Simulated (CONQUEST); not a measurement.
Runs of CONQUEST 1.3 on BaTiO3. The structure is tetragonal, space group P4mm (No. 99). The conventional cell has a = 4.000 Å, b = 4.000 Å, c = 4.018 Å, α = 90.00°, β = 90.00°, γ = 90.00°. Ba (site symmetry 4mm) is surrounded by 12 O at 2.79 to 2.88 Å. Around Ti (site symmetry 4mm) lie 6 O at 1.89 to 2.13 Å. Around O (site symmetry 2mm) lie 2 Ti at 2.00 Å. O (site symmetry 4mm) is surrounded by 2 Ti at 1.89 to 2.13 Å. 

| task | potentials or basis | cell | gap on the mesh (eV) | pressure (GPa) | largest force (eV/Å) |
| --- | --- | --- | --- | --- | --- |
| single point | PseudoDojo NC PBE, DZP, multi-site functions of range 12 bohr, grid cutoff 150 Ha | atoms moved at random, drawn with an rms of 0.05 Å | 1.79 | 5.3 | 0.68 |
| single point | PseudoDojo NC PBE, DZP, grid cutoff 150 Ha | atoms moved at random, drawn with an rms of 0.05 Å | 1.80 | 5.2 | 0.67 |
| single point | PseudoDojo NC PBE, DZP, grid cutoff 150 Ha | as given | (a) | 4.5 | 0.21 |
| single point | PseudoDojo NC PBE, DZP, multi-site functions of range 6.5 bohr, grid cutoff 150 Ha | atoms moved at random, drawn with an rms of 0.05 Å | 2.15 | 5.9 | 0.64 |

Alike in all rows: level PBE; no spin polarisation; k mesh 7 × 7 × 7; smearing fermi-dirac 0.05 eV.

Question: Estimate the missing entries.

Answer: (a) 1.78.

Caveats: spin-orbit coupling is left out, which moves the levels of the heavy elements; an odd mesh through Γ misses points on the zone boundary, where band edges often lie; the basis of atomic orbitals isn't converged, which shifts pressures, moduli and gaps; multi-site functions contract the basis, which raises the energy a little and makes forces and stress less exact (some runs).

A k mesh can miss the band edges, and the runs leave out spin-orbit coupling on Ba.
